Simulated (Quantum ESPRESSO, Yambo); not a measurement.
An input for Yambo 5.3.0 (MgO (Fm-3m)):

```
HF_and_locXC
gw0
dyson
ppa
em1d
rim_cut
RandQpts= 1000000
RandGvec= 1 RL
EXXRLvcs= 76 Ry
VXCRLvcs= 304 Ry
Chimod= "HARTREE"
% BndsRnXp
 1 | 63 |
%
NGsBlkXp= 15.5 Ry
% LongDrXp
 1 | 1 | 1 |
%
% GbndRnge
 1 | 63 |
%
DysSolver= "n"
ExtendOut
PPAPntXp= 27.21138 eV
% QPkrange
 1 | 1 | 7 | 10 |
%
```

```sh
OMP_NUM_THREADS=1 mpirun -n 4 yambo -F gw14.in -J gw14 -C gw14 > gw14.log
```

The stored states that it reads are on a 6×6×6 mesh. It takes space group Fm-3m (No. 225, cubic). Conventional cell: a = 4.194 Å, b = 4.194 Å, c = 4.194 Å, α = 90.00°, β = 90.00°, γ = 90.00°. Nearest to Mg lie 6 O at 2.10 Å. O has 6 Mg at 2.10 Å nearest. Farther neighbours and most contacts between anions are not listed.

Question: Estimate wall time and host memory on 4 MPI ranks of Arm Neoverse V1, shared host.

It took 74 s; on shared hardware allow 37 s to 2.5 min. Peak host memory was 1.2 GiB.

The screening grows as filled bands × empty bands × pairs of k points, times the square of the screening basis for the matrix.

[Paths, hosts, dates, memory and timing lines, banners, echoed tables and standing remarks are left out of the program output.]

[Logs are printed without paths, hosts, clocks, repeated set-up lines and the standing remarks that a program may print on its own settings, such as how far it seeks lower states.]

[Runs of the session that timed out or met a known fault of the program may be left out.]

[Hosts, paths, dates, database ids (printed as entryN), source tags and the programs' standing remarks are cut or masked in the printed files.]
